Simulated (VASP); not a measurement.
# Settings for Nb₁₂H: harmonic vibrations of an adsorbate

Nb₁₂H, slab, 13 atoms in the cell. PBE, harmonic vibrations; PAW potentials Nb_sv, H (PBE set). VASP 6.6.1.

Wanted: frequencies followed through the series within 15 cm⁻¹.

Atoms left free: the adsorbate.

The series start from Electronic threshold EDIFF (eV): 1e-6; Force threshold of the relaxation (eV/Å): -0.02; Displacement POTIM (Å): 0.015; Displacements per direction (NFREE): 2. Each series keeps the choices made before it, and each single choice may use up half of a tolerance. Times cover all steps of a run.

## Electronic threshold EDIFF (eV)

| Electronic threshold EDIFF (eV) | Frequencies followed through the series, largest deviation (cm⁻¹) | Time (s) |
|---|---|---|
| 0.0001 | 42 | 770 |
| 1e-5 | 12 | 853 |
| 1e-6 | 0 | 941 |
| 1e-7 (reference) | 0 | 945 |

Chosen: 1e-6, the loosest value from which every tighter one stays within half of the tolerance.

## Force threshold of the relaxation (eV/Å)

| Force threshold of the relaxation (eV/Å) | Frequencies followed through the series, largest deviation (cm⁻¹) | Time (s) |
|---|---|---|
| -0.1 | 34 | 607 |
| -0.05 | 7 | 794 |
| -0.02 | 4 | 941 |
| -0.01 (reference) | 0 | 1028 |

Chosen: -0.05.

## Displacement POTIM (Å)

| Displacement POTIM (Å) | Frequencies followed through the series, largest deviation (cm⁻¹) | Time (s) |
|---|---|---|
| 0.015 | 0 | 794 |
| 0.005 | 7 | 678 |
| 0.04 | 1 | 719 |

Chosen: 0.015; no other choice that stays within half of the tolerance saves 30 % of the time.

## Displacements per direction (NFREE)

| Displacements per direction (NFREE) | Frequencies followed through the series, largest deviation (cm⁻¹) | Time (s) |
|---|---|---|
| 1 | 8 | 665 |
| 2 | 1 | 794 |
| 4 (reference) | 0 | 867 |

Chosen: 2.

## All choices together

| Input | Frequencies followed through the series, largest deviation (cm⁻¹) | Time (s) |
|---|---|---|
| program defaults (naive) | 11 | 809 |
| chosen settings | 7 | 794 |
| reference settings throughout | 0 | 1243 |

The tolerance is met.

Values of the reference run: Frequencies followed through the series: 1019, 957.5, 829.6 cm⁻¹.

## The input

INCAR.step1:
```
SYSTEM = Nb12H
PREC = Accurate
ENCUT = 300
EDIFF = 1E-7
ISMEAR = 1
SIGMA = 0.1
LREAL = .False.
LASPH = .True.
NELM = 100
ALGO = Normal
LWAVE = .False.
LCHARG = .False.
KPAR = 2
IBRION = 2
NSW = 100
ISIF = 2
EDIFFG = -0.05
POTIM = 0.5
```

INCAR.step2:
```
SYSTEM = Nb12H
PREC = Accurate
ENCUT = 300
EDIFF = 1E-6
ISMEAR = 1
SIGMA = 0.1
LREAL = .False.
LASPH = .True.
NELM = 100
ALGO = Normal
LWAVE = .False.
LCHARG = .False.
KPAR = 2
IBRION = 5
NFREE = 2
POTIM = 0.015
NSW = 1
```

KPOINTS:
```
k-points
0
Gamma
  4 4 1
```

POSCAR.step1:
```
Nb12H
1.0
    6.6558000000      0.0000000000      0.0000000000
    3.3279000000      4.7063613142      0.0000000000
    0.0000000000      0.0000000000     19.8763613142
Nb H
12 1
Selective dynamics
Direct
    0.0000000000      0.0000000000      0.3018661165  F F F
    0.5000000000      0.0000000000      0.3018661165  F F F
    0.0000000000      0.5000000000      0.3018661165  F F F
    0.5000000000      0.5000000000      0.3018661165  F F F
   -0.2500000000      0.5000000000      0.4202570342  T T T
    0.2500000000      0.5000000000      0.4202570342  T T T
   -0.2500000000      1.0000000000      0.4202570342  T T T
    0.2500000000      1.0000000000      0.4202570342  T T T
    0.0000000000      0.0000000000      0.5386479520  T T T
    0.5000000000      0.0000000000      0.5386479520  T T T
    0.0000000000      0.5000000000      0.5386479520  T T T
    0.5000000000      0.5000000000      0.5386479520  T T T
    0.1875000000      0.1250000000      0.5803690818  T T T
```

POSCAR.step2:
```
Nb12H
1.0
    6.6558000000      0.0000000000      0.0000000000
    3.3279000000      4.7063613142      0.0000000000
    0.0000000000      0.0000000000     19.8763613142
Nb H
12 1
Selective dynamics
Direct
    0.0000000000      0.0000000000      0.3018661165  F F F
    0.5000000000      0.0000000000      0.3018661165  F F F
    0.0000000000      0.5000000000      0.3018661165  F F F
    0.5000000000      0.5000000000      0.3018661165  F F F
    0.7508330276      0.4992752207      0.4164916761  F F F
    0.2498917517      0.4992752207      0.4164916761  F F F
    0.7499847173      0.0000305653      0.4148324219  F F F
    0.2508110259      0.9983779481      0.4171805797  F F F
    0.9987090542      0.0048377678      0.5324783871  F F F
    0.4964531780      0.0048377678      0.5324783871  F F F
    0.9999069424      0.5001861152      0.5312431570  F F F
    0.5099420375      0.4801159250      0.5308539763  F F F
    0.1849607068      0.1300785864      0.5854494017  T T T
```

Commands (each step's output is kept before the next begins):
```
cat potpaw_PBE.64/Nb_sv/POTCAR potpaw_PBE.64/H/POTCAR > POTCAR
cp INCAR.step1 INCAR
cp POSCAR.step1 POSCAR
mpirun -np 8 vasp_std > vasp.out
# POSCAR: the relaxed cell, only the named atoms free
cp INCAR.step2 INCAR
cp POSCAR.step2 POSCAR
mpirun -np 8 vasp_std > vasp.out
```

The naive input happens to agree within the tolerance here, in 809 s.

Limits: the slab is thin and the surface cell small, so the value carries both errors.

The chosen input took VASP 6.6.1 794 s on 8 cores (Intel Xeon Platinum 8559C (Emerald Rapids)), a shared host.

## An input that fails: forces noisier than the displacements they should show

It runs to its end, but against the unchanged starting input it is off by 232 cm⁻¹ in the frequencies followed through the series.

Changes against the starting input:
```
(step 2)
- EDIFF = 1e-06
+ EDIFF = 0.01
```
